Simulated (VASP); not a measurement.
Here is a VASP 6.6.1 calculation.

File INCAR:

```
SYSTEM = SnO2
ALGO = Normal
EDIFF = 1E-6
ENCUT = 520
GGA = PE
ISIF = 2
ISMEAR = 0
LASPH = .True.
LCHARG = .False.
LREAL = .False.
LWAVE = .False.
NBANDS = 35
NELM = 100
PREC = Accurate
SIGMA = 0.1
```

Contents of KPOINTS:

```
k-points
0
Gamma
  4 4 6
  0 0 0
```

The input POSCAR:

```
SnO2
1.0
    4.8263024868      0.0000000000      0.0000000000
    0.0000000000      4.8263024868      0.0000000000
    0.0000000000      0.0000000000      3.2385456153
Sn O
2 4
Direct
    0.0000000000      0.0000000000      0.0000000000
    0.5000000000      0.5000000000      0.5000000000
    0.3065654532      0.3065654532      0.0000000000
    0.1934345468      0.8065654532      0.5000000000
    0.6934345468      0.6934345468      0.0000000000
    0.8065654532      0.1934345468      0.5000000000
```

Potentials or basis: VASP PAW PBE potentials, release 64 (Sn_d, O).

Command:

```bash
$ cat potpaw_PBE.64/Sn_d/POTCAR potpaw_PBE.64/O/POTCAR > POTCAR
$ mpirun -np 1 vasp_std > vasp.out
```

Predict the largest force.

0.014 eV/Å.

Predict the band gap on the k mesh.

0.67 eV, direct.

Estimate the pressure.

0.6 GPa.

Forces in eV/Å, atoms in the order of the input:
```
Sn   0.000  0.000  0.000
Sn   0.000  0.000  0.000
O   -0.010 -0.010  0.000
O    0.010 -0.010  0.000
O    0.010  0.010  0.000
O   -0.010  0.010  0.000
```

Caveat: spin-orbit coupling is left out, which moves the levels of the heavy elements. Expect the measured gap to be larger: semilocal functionals such as PBE lack the derivative discontinuity.
